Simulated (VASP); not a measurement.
Set up this calculation in VASP 6.6.1, as the native input.

```
Task                   : single point
Functional             : PBEsol
Potentials or basis    : VASP PAW PBE potentials, release 64 (Cd, F)
Cutoff                 : 520 eV
k mesh                 : 8 × 8 × 8
Occupations            : gaussian, width 0.01 eV
Spin                   : no spin polarisation
Dipole correction      : no
Further INCAR settings : ALGO = Normal; EDIFF = 1e-06; NBANDS = 20
```

The structure of CdF2 lies in POSCAR:

```
CdF2
1.0
    0.0000000000      2.6919668587      2.6919668587
    2.6919668587      0.0000000000      2.6919668587
    2.6919668587      2.6919668587      0.0000000000
Cd F
1 2
Direct
    0.0000000000      0.0000000000      0.0000000000
    0.2500000000      0.2500000000      0.2500000000
    0.7500000000      0.7500000000      0.7500000000
```

The cell isn't the ideal one: cell and atoms relaxed tightly for response.

One way to write it, as run:

INCAR

```
PREC     = Accurate       # precision mode
ENCUT    = 520            # plane-wave cutoff, eV
EDIFF    = 1E-6           # SCF threshold, eV
ISMEAR   = 0              # smearing method
SIGMA    = 0.01           # smearing width, eV
LREAL    = False          # projectors in reciprocal space
LASPH    = True           # aspherical terms in the spheres
NELM     = 100            # most SCF steps
ALGO     = Normal         # electronic algorithm
ISIF     = 2              # what is computed and relaxed
LWAVE    = False          # write WAVECAR
LCHARG   = False          # write CHGCAR
GGA      = PS             # functional
NBANDS   = 20             # bands
```

KPOINTS

```
regular mesh
0
Gamma
  8 8 8
```

Potentials or basis: VASP PAW PBE potentials, release 64 (Cd, F).

The run is started by

```bash
$ cat potpaw_PBE.64/Cd/POTCAR potpaw_PBE.64/F/POTCAR > POTCAR
$ mpirun -np 1 vasp_std > vasp.out
```

It gave:

| Item | Value |
| --- | --- |
| Pressure | 0.8 GPa |
| Band gap on the k mesh | 2.91 eV, indirect (least direct gap 3.40 eV) |

Caveat: the PAW data sets were made with another functional, which shifts forces and pressure a little.

It took 16 s on 1 thread of Intel(R) Xeon(R) Platinum 8488C (Sapphire Rapids) (shared host), peak memory 0.16 GiB.
